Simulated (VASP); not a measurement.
# CuO (Tenorite) (Cc) in VASP: further runs, part 2 of 3

VASP 6.6.1. Earlier steps stand in the parts before.

### Step 3. Band structure, PBE

The input, POSCAR:

```
CuO
1.0
    2.3446500000     -1.7134000000      0.0000000000
    2.3446500000      1.7134000000      0.0000000000
   -0.8605543552      0.0000000000      5.0594363927
Cu O
2 2
Direct
    0.4968000000      0.0032000000      0.5000000000
    0.0032000000      0.4968000000      0.0000000000
    0.4056000000      0.5714000000      0.7537000000
    0.5714000000      0.4056000000      0.2537000000
```

The input, INCAR.step1:

```
PREC = Accurate
ENCUT = 520
EDIFF = 1E-6
ISMEAR = -1
SIGMA = 0.05
LREAL = F
LASPH = T
NELM = 100
ALGO = Normal
ISIF = 2
LWAVE = F
LCHARG = T
LMAXMIX = 4
GGA = PE
NBANDS = 31
```

The input, KPOINTS.step1:

```
Automatic mesh
0
Gamma
  10 10 5
```

The input, INCAR.step2:

```
PREC = Accurate
ENCUT = 520
EDIFF = 1E-6
ISMEAR = 0
SIGMA = 0.05
LREAL = F
LASPH = T
NELM = 100
ALGO = Normal
ISIF = 2
LWAVE = F
LCHARG = F
LMAXMIX = 4
GGA = PE
NBANDS = 31
ICHARG = 11
```

The input, KPOINTS.step2:

```
path GYFLI,I1ZF1,YX1,XGN,MG
20
line-mode
reciprocal
 0.0000000000  0.0000000000  0.0000000000  G
-0.5000000000 -0.5000000000  0.0000000000  Y

-0.5000000000 -0.5000000000  0.0000000000  Y
-0.5249462874 -0.5249462874  0.3256415493  F

-0.5249462874 -0.5249462874  0.3256415493  F
-0.5000000000 -0.5000000000  0.5000000000  L

-0.5000000000 -0.5000000000  0.5000000000  L
-0.6336780905 -0.3663219095  0.5000000000  I

-0.3663219095  0.3663219095  0.5000000000  I1
 0.0000000000  0.0000000000  0.5000000000  Z

 0.0000000000  0.0000000000  0.5000000000  Z
-0.4750537126 -0.4750537126  0.6743584507  F1

-0.5000000000 -0.5000000000  0.0000000000  Y
-0.6126314136 -0.3873685864  0.0000000000  X1

-0.3873685864  0.3873685864  0.0000000000  X
 0.0000000000  0.0000000000  0.0000000000  G

 0.0000000000  0.0000000000  0.0000000000  G
-0.5000000000  0.0000000000  0.0000000000  N

-0.5000000000  0.0000000000  0.5000000000  M
 0.0000000000  0.0000000000  0.0000000000  G
```

Potentials or basis: VASP PAW PBE potentials, release 64 (Cu_pv, O).

Run with:

```
$ cat potpaw_PBE.64/Cu_pv/POTCAR potpaw_PBE.64/O/POTCAR > POTCAR
$ cp INCAR.step1 INCAR
$ cp KPOINTS.step1 KPOINTS
$ mpirun -np 1 vasp_std > vasp.out
$ cp INCAR.step2 INCAR
$ cp KPOINTS.step2 KPOINTS
$ mpirun -np 1 vasp_std > vasp.out
```

OUTCAR:

```text
PREC = Accurate
   ENCUT = 520
   EDIFF = 1E-6
   ISMEAR = 0
   LREAL = F
   LASPH = T
   NELM = 100
   ISIF = 2
   GGA = PE
   ICHARG = 11

 ion  position               nearest neighbor table
   1  0.497  0.003  0.500-   4 1.91   3 1.93   4 1.98   3 2.02
   2  0.003  0.497  0.000-   3 1.91   4 1.93   3 1.98   4 2.02
   3  0.406  0.571  0.754-   2 1.91   1 1.93   2 1.98   1 2.02
   4  0.571  0.406  0.254-   1 1.91   2 1.93   1 1.98   2 2.02

  LATTYP: Found a base centered monoclinic cell.
 ALAT       =     4.6893000000
 B/A-ratio  =     0.7307700510
 C/A-ratio  =     1.0944277397
 COS(beta)  =    -0.1676807457

  Lattice vectors:

 A1 = (   2.3446500000,  -1.7134000000,   0.0000000000)
 A2 = (   2.3446500000,   1.7134000000,   0.0000000000)
 A3 = (  -0.8605543552,   0.0000000000,   5.0594363927)

Analysis of symmetry for initial positions (statically):
=====================================================================
 Subroutine PRICEL returns:
 Original cell was already a primitive cell.
[... 167 lines left out ...]
  free energy    TOTEN  =       -19.21119703 eV

  energy without entropy =      -19.20816546  energy(sigma->0) =      -19.20968124

 E-fermi :   5.2258     XC(G=0): -12.1400

 val. band max:        5.2239752370   @ k =  -0.2632   0.0000   0.0000
 cond. band min:       5.2274158110   @ k =  -0.2368   0.0000   0.0000
 fundamental gap:      0.0034405739
 Fermi energy:         5.2258087473

 k-point     1 :       0.0000    0.0000    0.0000
  band No.  band energies     occupation
      1     -64.8235      2.00000
      2     -64.8233      2.00000
      3     -64.7997      2.00000
      4     -64.7902      2.00000
      5     -64.4068      2.00000
      6     -64.4067      2.00000
[... 805 lines left out ...]
     30      17.8045      0.00000
     31      19.3178      0.00000

 [... further k-points ...]

------------------------ aborting loop because EDIFF is reached ----------------------------------------

  FORCE on cell =-STRESS in cart. coord.  units (eV):
  Direction    XX          YY          ZZ          XY          YZ          ZX
  --------------------------------------------------------------------------------------
  -------------------------------------------------------------------------------------
  Total        7.1554643      6.5637120      3.2356303      0.0000000      0.0000000      0.1836303
  in kB      282.0197223    258.6968710    127.5265352      0.0000000      0.0000000      7.2374568
  external PRESSURE =     222.7477095 kB  Pullay stress =       0.0000000 kB

 VOLUME and BASIS-vectors are now :
 -----------------------------------------------------------------------------
  energy-cutoff  :      520.00
  volume of cell :       40.65
      direct lattice vectors                 reciprocal lattice vectors
     2.344650000 -1.713400000  0.000000000     0.213251445 -0.291817439  0.036271720
     2.344650000  1.713400000  0.000000000     0.213251445  0.291817439  0.036271720
    -0.860554355  0.000000000  5.059436393     0.000000000  0.000000000  0.197650474

 POSITION                                       TOTAL-FORCE (eV/Angst)
 -----------------------------------------------------------------------------------
      0.74205     -0.84573      2.52972        -0.678732     -0.298612      0.197521
      1.17233      0.84573      0.00000        -0.678732      0.298612      0.197521
      1.64212      0.28408      3.81330         0.678732     -0.574142     -0.197521
      2.07240     -0.28408      1.28358         0.678732      0.574142     -0.197521
 -----------------------------------------------------------------------------------
    total drift:                                0.008307      0.000000      0.008081

  FREE ENERGIE OF THE ION-ELECTRON SYSTEM (eV)
  ---------------------------------------------------
  free  energy   TOTEN  =       -19.2111970271 eV

  energy  without entropy=      -19.2081654571  energy(sigma->0) =      -19.20968124
```

Wall time 96 s (1 thread of Intel Xeon 6975P-C (Granite Rapids), shared host); peak memory 0.3 GiB.

Results:

```
Band gap along the path : none (metal or under the smearing width)
```

Levels at the corners of the path, in eV from the Fermi level:
| point | band 19 | band 20 | band 21 | band 22 | band 23 | band 24 | band 25 | band 26 | band 27 | band 28 |
| --- | --- | --- | --- | --- | --- | --- | --- | --- | --- | --- |
| Γ | -2.32 | -2.22 | -2.14 | -1.65 | 0.21 | 0.92 | 1.67 | 6.01 | 8.11 | 13.33 |
| Y | -2.14 | -2.12 | -1.66 | -1.23 | -0.66 | 1.06 | 3.33 | 7.01 | 8.52 | 9.95 |
| Y | -2.14 | -2.12 | -1.66 | -1.23 | -0.66 | 1.06 | 3.33 | 7.01 | 8.52 | 9.95 |
| F | -1.91 | -1.85 | -1.34 | -1.34 | -0.66 | 0.20 | 4.22 | 6.12 | 8.67 | 9.46 |
| F | -1.91 | -1.85 | -1.34 | -1.34 | -0.66 | 0.20 | 4.22 | 6.12 | 8.67 | 9.46 |
| L | -1.66 | -1.66 | -1.31 | -1.31 | -0.41 | -0.41 | 5.19 | 5.19 | 8.97 | 8.97 |
| L | -1.66 | -1.66 | -1.31 | -1.31 | -0.41 | -0.41 | 5.19 | 5.19 | 8.97 | 8.97 |
| I | -1.80 | -1.80 | -1.49 | -1.49 | -0.28 | -0.28 | 5.83 | 5.83 | 9.05 | 9.05 |
| I1 | -1.80 | -1.80 | -1.49 | -1.49 | -0.28 | -0.28 | 5.83 | 5.83 | 9.05 | 9.05 |
| Z | -2.23 | -2.23 | -1.48 | -1.48 | 0.25 | 0.25 | 3.89 | 3.89 | 11.66 | 11.66 |
| Z | -2.23 | -2.23 | -1.48 | -1.48 | 0.25 | 0.25 | 3.89 | 3.89 | 11.66 | 11.66 |
| F1 | -1.91 | -1.85 | -1.34 | -1.34 | -0.66 | 0.20 | 4.22 | 6.12 | 8.67 | 9.46 |
| Y | -2.14 | -2.12 | -1.66 | -1.23 | -0.66 | 1.06 | 3.33 | 7.01 | 8.52 | 9.95 |
| X1 | -2.07 | -2.00 | -1.40 | -1.34 | -1.29 | 0.89 | 4.85 | 7.16 | 7.65 | 9.81 |
| X | -2.07 | -2.00 | -1.40 | -1.34 | -1.29 | 0.89 | 4.85 | 7.16 | 7.65 | 9.81 |
| Γ | -2.32 | -2.22 | -2.14 | -1.65 | 0.21 | 0.92 | 1.67 | 6.01 | 8.11 | 13.33 |
| Γ | -2.32 | -2.22 | -2.14 | -1.65 | 0.21 | 0.92 | 1.67 | 6.01 | 8.11 | 13.33 |
| N | -2.05 | -1.60 | -1.50 | -1.41 | -0.03 | 0.29 | 4.86 | 6.27 | 6.91 | 11.07 |
| M | -2.20 | -2.15 | -1.73 | -1.61 | -0.10 | 0.73 | 5.10 | 6.48 | 8.07 | 8.49 |
| Γ | -2.32 | -2.22 | -2.14 | -1.65 | 0.21 | 0.92 | 1.67 | 6.01 | 8.11 | 13.33 |

Caveat: the log is that of the step along the path at fixed density, whose energy, stress, charges and moments have no meaning; the run has no spin polarisation, though such a crystal can be magnetic; semilocal functionals often make such compounds metallic where correlation or magnetic order opens a gap, which also shifts bond lengths.

### Step 4. Band structure, PBE

POSCAR is that of step 3.

The input, INCAR.step1:

```
SYSTEM = CuO
ALGO = Fast
EDIFF = 1E-7
ENCUT = 600
GGA = PE
ISIF = 2
ISMEAR = -1
LASPH = .True.
LCHARG = .True.
LMAXMIX = 4
LREAL = .False.
LWAVE = .False.
NELM = 60
PREC = Accurate
SIGMA = 0.05
```

The input, KPOINTS.step1:

```
k-points
0
Gamma
  10 10 5
  0 0 0
```

The input, INCAR.step2:

```
SYSTEM = CuO
ALGO = Fast
EDIFF = 1E-7
ENCUT = 600
GGA = PE
ICHARG = 11
ISIF = 2
ISMEAR = 0
LASPH = .True.
LCHARG = .False.
LMAXMIX = 4
LREAL = .False.
LWAVE = .False.
NELM = 60
PREC = Accurate
SIGMA = 0.05
```

Edit KPOINTS.step2 of step 3 so:

```diff
@@ -1,3 +1,3 @@
 path GYFLI,I1ZF1,YX1,XGN,MG
-20
+10
 line-mode
```

Potentials or basis: VASP PAW PBE potentials, release 64 (Cu_sv_GW, O_GW).

Run with:

```
$ cat potpaw_PBE.64/Cu_sv_GW/POTCAR potpaw_PBE.64/O_GW/POTCAR > POTCAR
$ cp INCAR.step1 INCAR
$ cp KPOINTS.step1 KPOINTS
$ mpirun -np 1 vasp_std > vasp.out
$ cp INCAR.step2 INCAR
$ cp KPOINTS.step2 KPOINTS
$ mpirun -np 1 vasp_std > vasp.out
```

Run time: 5.2 min. Hardware: 1 thread of Intel Xeon 6975P-C (Granite Rapids), shared host; peak memory 0.32 GiB.

It converged, with:

```yaml
Band_gap_along_the_path: none (metal or under the smearing width)
```

Levels at the corners of the path, in eV from the Fermi level:
| point | band 23 | band 24 | band 25 | band 26 | band 27 | band 28 |
| --- | --- | --- | --- | --- | --- | --- |
| Γ | -2.13 | -1.65 | 0.21 | 0.92 | 1.66 | 5.99 |
| Y | -1.66 | -1.22 | -0.66 | 1.06 | 3.32 | 6.99 |
| Y | -1.66 | -1.22 | -0.66 | 1.06 | 3.32 | 6.99 |
| F | -1.33 | -1.33 | -0.65 | 0.19 | 4.21 | 6.10 |
| F | -1.33 | -1.33 | -0.65 | 0.19 | 4.21 | 6.10 |
| L | -1.30 | -1.30 | -0.41 | -0.41 | 5.18 | 5.18 |
| L | -1.30 | -1.30 | -0.41 | -0.41 | 5.18 | 5.18 |
| I | -1.49 | -1.49 | -0.28 | -0.28 | 5.82 | 5.82 |
| I1 | -1.49 | -1.49 | -0.28 | -0.28 | 5.82 | 5.82 |
| Z | -1.48 | -1.48 | 0.25 | 0.25 | 3.88 | 3.88 |
| Z | -1.48 | -1.48 | 0.25 | 0.25 | 3.88 | 3.88 |
| F1 | -1.33 | -1.33 | -0.65 | 0.19 | 4.21 | 6.10 |
| Y | -1.66 | -1.22 | -0.66 | 1.06 | 3.32 | 6.99 |
| X1 | -1.40 | -1.33 | -1.28 | 0.89 | 4.83 | 7.14 |
| X | -1.40 | -1.33 | -1.28 | 0.89 | 4.84 | 7.15 |
| Γ | -2.13 | -1.65 | 0.21 | 0.92 | 1.66 | 5.99 |
| Γ | -2.13 | -1.65 | 0.21 | 0.92 | 1.66 | 5.99 |
| N | -1.50 | -1.40 | -0.03 | 0.29 | 4.84 | 6.25 |
| M | -1.72 | -1.60 | -0.09 | 0.73 | 5.09 | 6.46 |
| Γ | -2.13 | -1.65 | 0.21 | 0.92 | 1.66 | 5.99 |

Caveat: the log is that of the step along the path at fixed density, whose energy, stress, charges and moments have no meaning; the run has no spin polarisation, though such a crystal can be magnetic; semilocal functionals often make such compounds metallic where correlation or magnetic order opens a gap, which also shifts bond lengths.

(Continued in part 3 of 3.)
